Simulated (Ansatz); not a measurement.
## Response of Si to small distortions

```xyz
2
Lattice="-2.2510 2.3685 1.2750 2.2510 -2.3685 1.2750 2.2510 2.3685 -1.2750" Properties=species:S:1:pos:R:3 pbc="T T T"
Si    0.0000    1.1843    1.4204
Si    2.2510    1.1843   -0.1453
```

Atoms are numbered in the order listed.

The cell comes from COD entry 9011656, which wasn't checked; take it as a given geometry.

All numbers below come from DFT, LDA, all-electron PAW with datasets made for the crystal, scalar-relativistic in Ansatz 0.2.0.

Sampling and basis: a Γ-centred 16×16×16 k mesh, Fermi–Dirac smearing of 0.05 eV, cutoff 200 eV (chosen by the program for this cell), no spin polarisation.

The unchanged cell is at 10.79 GPa.

In a metal, stresses and small energies carry noise from the k mesh.

x, y and z are the Cartesian axes of the cell as listed; fractional coordinates follow a strain, and an engineering shear is twice the off-diagonal strain component.

(1) With this change (equal xy, yz and zx engineering shear strains of -3 %), what becomes of the energy and stress and forces?

(2) With this change (equal xy, yz and zx engineering shear strains of -1 %), what becomes of the energy and stress and forces?

(3) With this change (equal xy, yz and zx engineering shear strains of +2 %), what becomes of the energy and stress and forces?

(4) With this change (equal xy, yz and zx engineering shear strains of -2 %), what becomes of the energy and stress and forces?

With equal xy, yz and zx engineering shear strains of +1 %: energy change under 1 meV/atom; stress change (xx, yy, zz, yz, xz, xy) -0.11, 0.13, -0.01, -0.78, -0.45, -0.82 GPa, compression positive; change of the force on Si1 (0.030, -0.012, 0.000) eV/Å.

With equal xy, yz and zx engineering shear strains of +3 %: energy change +8 meV/atom; stress change (xx, yy, zz, yz, xz, xy) 0.07, 0.33, -0.36, -2.19, -1.17, -2.16 GPa, compression positive; change of the force on Si1 (0.087, -0.032, -0.007) eV/Å.

## Answers

(1) Energy change +9 meV/atom; stress change (xx, yy, zz, yz, xz, xy) 0.06, 0.40, -0.30, 2.55, 1.97, 2.66 GPa, compression positive; change of the force on Si1 (-0.094, 0.038, -0.003) eV/Å.

(2) Energy change under 1 meV/atom; stress change (xx, yy, zz, yz, xz, xy) -0.12, 0.13, 0.01, 0.76, 0.42, 0.79 GPa, compression positive; change of the force on Si1 (-0.025, 0.010, 0.001) eV/Å.

(3) Energy change +4 meV/atom; stress change (xx, yy, zz, yz, xz, xy) -0.18, 0.38, -0.17, -1.43, -0.70, -1.48 GPa, compression positive; change of the force on Si1 (0.057, -0.020, -0.003) eV/Å.

(4) Energy change +4 meV/atom; stress change (xx, yy, zz, yz, xz, xy) -0.11, 0.26, -0.10, 1.62, 1.13, 1.69 GPa, compression positive; change of the force on Si1 (-0.055, 0.022, 0.000) eV/Å.
